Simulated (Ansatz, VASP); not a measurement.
Two plane-wave programs on Ir3O8 (a cell with a defect)

```
Ir O
1.0
     0.00000    4.56128    3.18906
     4.56128    0.00000    3.18906
     4.56128    4.56128    0.00000
Ir O
3 8
Cartesian
  2.2795 2.2691 1.6690
  6.8408 6.8304 4.7046
  -0.0011 -0.0115 -0.0021
  3.1468 3.1365 -0.0019
  3.1375 3.1271 3.1867
  3.6316 5.4787 1.4344
  3.6314 5.4784 4.9395
  1.4122 1.4020 -0.0023
  5.9826 5.9726 3.1869
  5.4890 3.6213 1.4341
  5.4888 3.6208 4.9396
```

Alike in both runs: functional PBE; k mesh 4 × 4 × 4; occupations fermi-dirac, width 0.5 eV; no spin polarisation.

Ansatz relaxed the structure, and its values are those at the end. VASP's run is a single point on that final structure, the one shown.

```csv
,VASP,Ansatz
version,VASP 6.6.1,Ansatz 0.2.0
potentials or method,"VASP PAW PBE potentials, release 64 (Ir, O)",plane-wave PAW DFT
plane-wave cutoff (eV),520,420
valence electrons in the cell,75,99
```

```csv
,VASP,Ansatz,Ansatz less VASP
rms of the force components (eV/Å),0.119,0.004,-0.1147
```

One of these differences is far larger than is usual between the two programs; its cause wasn't traced. With one functional, cell and mesh, what is left measures potentials, basis and numerics. The two sets of potentials don't hold the same shells in valence.

Caveats: an odd number of electrons without spin polarisation forces a metal; a magnetic or distorted state may lie lower. Spin-orbit coupling is left out, which matters for the levels of Ir.
